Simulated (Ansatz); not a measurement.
## AlGaN2: strain energy, fitted

AlGaN2, P-4m2, a = 3.115 Å, c = 4.384 Å. The structure is a Materials Project entry; whether it is the stable form wasn't checked. Ansatz: LDA, PAW, 420 eV, Γ-centred 8×8×6 mesh on 4 atoms, Gaussian smearing 0.02 eV; no spin polarisation. Series: biaxial strain in the a-b plane, c and atoms relaxed; x is the strain in per cent. y is the free energy over the unstrained cell, V0 = 10.637 Å³/atom.

```
x (%) y (meV/atom)
 -6.0             ?
 -4.0         32.91
 -2.0          7.79
  0.0          0.00
  2.0          7.03
  4.0         26.57
  6.0         56.75
```

Q: Fit y = c2 x² + c3 x³ to the other rows, turn c2 into a modulus, and predict the missing energy.

A: Least squares on the rows shown. y = 1.8624 x² − 0.047940 x³. In eV per unit strain² c2 is 18.62; M is the biaxial modulus (E = M V0 ε²): 18.62 × 160.2 / (10.637) = 280 GPa. At x = -6.0 the fit asked for gives 77.40 meV/atom. The run gave 78.13 meV/atom, so the fit is 0.73 meV/atom too low, 0.93 % of the span of the series, against an rms of 0.08 meV/atom on the fitted rows. The row lies outside the fitted range. With a term in x⁴ added, a fit to the same known rows predicts 78.12 meV/atom, so most of the miss is curvature that the known rows already hold.